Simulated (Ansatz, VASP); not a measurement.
# MoS2 (scan) in VASP and in Ansatz

```xyz
6
Lattice="3.1690 0.0000 0.0000 -1.5845 2.7444 0.0000 0.0000 0.0000 12.3240" Properties=species:S:1:pos:R:3 pbc="T T T"
Mo    0.0000    1.8296    3.0810
Mo    1.5845    0.9148    9.2430
S     0.0000    1.8296    7.6779
S     1.5845    0.9148    1.5159
S     0.0000    1.8296   10.8081
S     1.5845    0.9148    4.6461
```

Alike in both runs: task single point; functional r2SCAN; k mesh 6 × 6 × 2; occupations gaussian, width 0.1 eV; no spin polarisation.

```csv
,VASP,Ansatz
version,VASP 6.6.1,Ansatz 0.2.0
potentials or method,"VASP PAW PBE potentials, release 64 (Mo_sv, S)","scalar-relativistic, plane waves, PAW"
plane-wave cutoff (eV),520,500
valence electrons in the cell,52,52
```

Ansatz gave:

```
gap on the k mesh at the Fermi level (eV)       : 0.99
least direct gap on the mesh (eV)               : 1.76
pressure (GPa)                                  : 0.8
largest component of the traceless stress (GPa) : 0.78
rms of the force components (eV/Å)              : 0.113
```

Question: What did VASP give for the same quantities?

Answer: gap on the k mesh at the Fermi level (eV): 1.00; least direct gap on the mesh (eV): 1.77; pressure (GPa): 0.8; largest component of the traceless stress (GPa): 0.84; rms of the force components (eV/Å): 0.111.

Atom by atom the forces differ by 0.002 eV/Å (rms over components).

Caveats: the PAW data sets were made with another functional, which shifts forces and pressure a little (VASP). r2SCAN opens gaps a little over a GGA but as a rule still falls short of measured ones. A k mesh can miss the band edges.
